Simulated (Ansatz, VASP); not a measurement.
# One calculation of Be, two programs

```
Be
1.0
     2.25352    0.00000    0.00000
    -1.12676    1.95160    0.00000
     0.00000    0.00000    3.56251
Be
2
Cartesian
  0.0000 1.3011 0.8906
  1.1268 0.6505 2.6719
```

Alike in both runs: functional PBEsol; k mesh 18 × 18 × 10; occupations fermi-dirac, width 0.08 eV; no spin polarisation.

Ansatz relaxed the structure, and its values are those at the end. VASP's run is a single point on that final structure, the one shown.

|  | VASP | Ansatz |
| --- | --- | --- |
| version | VASP 6.6.1 | Ansatz 0.2.0 |
| potentials or method | VASP PAW PBE potentials, release 64 (Be) | PAW with Ansatz's default frozen-core files, scalar-relativistic |
| plane-wave cutoff (eV) | 520 | 420 |
| valence electrons in the cell | 4 | 4 |

|  | VASP | Ansatz | Ansatz less VASP |
| --- | --- | --- | --- |
| pressure (GPa) | 0.4 | 0.0 | -0.38 |

Caveats: the PAW data sets were made with another functional, which shifts forces and pressure a little (VASP).
